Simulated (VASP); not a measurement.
Here is a VASP 6.6.1 calculation.

Contents of POSCAR:

```
GaN
1.0
    0.0000000000      2.2976981147      2.2976981147
    2.2976981147      0.0000000000      2.2976981147
    2.2976981147      2.2976981147      0.0000000000
Ga N
1 1
Direct
    0.0000000000      0.0000000000      0.0000000000
    0.2500000000      0.2500000000      0.2500000000
```

File INCAR.step1:

```
SYSTEM = GaN
PREC     = Accurate       ! precision mode
ENCUT    = 520            ! plane-wave cutoff, eV
EDIFF    = 1E-5           ! SCF threshold, eV
ISMEAR   = -1             ! smearing method
SIGMA    = 0.05           ! smearing width, eV
LREAL    = .FALSE.        ! projectors in reciprocal space
LASPH    = .TRUE.         ! aspherical terms in the spheres
NELM     = 60             ! most SCF steps
ALGO     = Normal         ! electronic algorithm
ISIF     = 2              ! what is computed and relaxed
LWAVE    = .TRUE.         ! write WAVECAR
LCHARG   = .FALSE.        ! write CHGCAR
GGA      = PE             ! functional
NBANDS   = 16             ! bands
```

The input INCAR.step2:

```
SYSTEM = GaN
PREC     = Accurate       ! precision mode
ENCUT    = 520            ! plane-wave cutoff, eV
EDIFF    = 1E-6           ! SCF threshold, eV
ISMEAR   = -1             ! smearing method
SIGMA    = 0.05           ! smearing width, eV
LREAL    = .FALSE.        ! projectors in reciprocal space
LASPH    = .TRUE.         ! aspherical terms in the spheres
NELM     = 60             ! most SCF steps
ALGO     = Normal         ! electronic algorithm
ISIF     = 2              ! what is computed and relaxed
LWAVE    = .FALSE.        ! write WAVECAR
LCHARG   = .FALSE.        ! write CHGCAR
GGA      = PS             ! functional
LHFCALC  = .TRUE.         ! exact exchange
AEXX     = 0.25           ! exact-exchange fraction
PRECFOCK = Normal       
HFRCUT   = -1           
ISTART   = 1            
NBANDS   = 16             ! bands
```

The input KPOINTS:

```
Automatic mesh
0
G
  5 5 5
  0 0 0
```

Potentials or basis: VASP PAW PBE potentials, release 64 (Ga_d, N).

Command:

```bash
$ cat potpaw_PBE.64/Ga_d/POTCAR potpaw_PBE.64/N/POTCAR > POTCAR
$ cp INCAR.step1 INCAR
$ mpirun -np 1 vasp_std > vasp.out
$ cp INCAR.step2 INCAR
$ mpirun -np 1 vasp_std > vasp.out
```

**Question.** Estimate the band gap on the k mesh.

**Answer.** 3.22 eV, direct.

**Question.** Estimate the pressure.

**Answer.** -15.3 GPa.

Caveat: the k mesh is coarse (spacing up to 0.47 Å⁻¹), so the values aren't converged; so large a pressure means that the cell lies far from this level's equilibrium, or that cutoff or potentials fall short; the potentials were made for another functional, which shifts forces and pressure.
